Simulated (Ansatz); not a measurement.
Runs of Ansatz 0.2.0 on TiO2. Symmetry: R-3m, No. 166, trigonal system. Conventional cell: a = 2.995 Å, b = 2.995 Å, c = 20.945 Å, α = 90.00°, β = 90.00°, γ = 120.00°. Ti (site symmetry -3m) is surrounded by 6 O at 1.98 Å. O (site symmetry 3m) is surrounded by 3 Ti at 1.98 Å. Measurements of this composition are mostly on another form, of space group No. 141.

```tsv
screening (1/Å)	gap on the mesh (eV)	pressure (GPa)	largest force (eV/Å)
0.1	(b)	-5.2	0.74
0.2	4.37	-5.1	0.73
0.3	4.08	(c)	(a)
0.15	4.53	-5.2	0.73
```

Alike in all rows: task single point; level HSE06 form with a typed share of exact exchange; potentials or basis Ansatz PAW; no spin polarisation; cell as given; k mesh 5 × 5 × 5; cutoff (eV) 420; smearing fermi-dirac 0.05 eV; the mesh is coarse, so values aren't converged.

Q: Fill in the values left out.

A: (a) 0.71; (b) 4.71; (c) -4.9.

Caveats: all runs use coarse meshes; odd divisions of the mesh miss points on the zone boundary, where band edges often lie, so the gap on the mesh can be too wide; the PAW data sets come from PBE, with cores solved anew for the run's functional, which leaves a small shift of forces and pressure; the thresholds are loose for stress.

A k mesh can miss the band edges.
